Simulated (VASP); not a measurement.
Wanted: the native input for a VASP 6.6.1 run.

```yaml
Task: single point
Functional: PBE
Potentials_or_basis: VASP PAW PBE potentials, release 64 (S)
Cutoff: 520 eV
k_mesh: 12 × 12 × 8
Occupations: gaussian, width 0.01 eV
Spin: no spin polarisation
Dipole_correction: no
Further_INCAR_settings: ALGO = Fast; EDIFF = 1e-07; NBANDS = 13
```

The structure of S lies in POSCAR:

```
S
1.0
    2.1802954784     -2.1784586713     -0.0213070743
    2.1802954784      2.1784586713     -0.0213070743
   -2.1303635213      0.0000000000      5.3895335428
S
2
Direct
    0.0882582226      0.0882582226      0.1763661352
    0.9117417774      0.9117417774      0.8236338648
```

The cell was built by a generator and needn't be a form met in nature.

The input as run:

INCAR

```
SYSTEM = S
  ALGO = Fast
  EDIFF = 1E-7
  ENCUT = 520
  GGA = PE
  ISIF = 2
  ISMEAR = 0
  LASPH = .TRUE.
  LCHARG = .FALSE.
  LREAL = .FALSE.
  LWAVE = .FALSE.
  NBANDS = 13
  NELM = 100
  PREC = Accurate
  SIGMA = 0.01
```

KPOINTS

```
k-points
0
G
  12 12 8
  0 0 0
```

Potentials or basis: VASP PAW PBE potentials, release 64 (S).

Run with:

```console
$ cat potpaw_PBE.64/S/POTCAR > POTCAR
$ mpirun -np 1 vasp_std > vasp.out
```

Results of the run:

- Pressure: -0.6 GPa
- Largest force: 0.252 eV/Å
- Band gap on the k mesh: none (metal or under the smearing width)

Caveat: this functional lacks dispersion, which binds the layers, so the pressure and a relaxed spacing across them are unreliable.

Wall time 2.1 min on 1 thread of Intel(R) Xeon(R) Platinum 8259CL CPU @ 2.50GHz (Skylake/Cascade Lake), on a shared host, peak memory 0.28 GiB.
